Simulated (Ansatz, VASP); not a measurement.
One calculation of Al, two programs

```
CELL_PARAMETERS angstrom
-1.61751 1.61751 1.61751
1.61751 -1.61751 1.61751
3.23502 3.23502 0.00000
ATOMIC_POSITIONS crystal
Al 0.00000 0.00000 0.00000
Al 0.50000 0.50000 0.50000
```

Alike in both runs: task single point; functional PBE; k mesh 20 × 20 × 12; occupations gaussian, width 0.15 eV; no spin polarisation.

|  | VASP | Ansatz |
| --- | --- | --- |
| version | VASP 6.6.1 | Ansatz 0.2.0 |
| potentials or method | VASP PAW PBE potentials, release 64 (Al) | scalar-relativistic, plane waves, PAW |
| plane-wave cutoff (eV) | 520 | 420 |
| valence electrons in the cell | 6 | 6 |

|  | VASP | Ansatz | Ansatz less VASP |
| --- | --- | --- | --- |
| gap on the k mesh at the Fermi level (eV) | none | none | - |
| pressure (GPa) | 0.0 | 0.0 | +0.02 |

A gap of «none» marks a metal or a gap that the smearing closes.

Caveats: the real-space grid breaks the cell's symmetry a little (VASP).
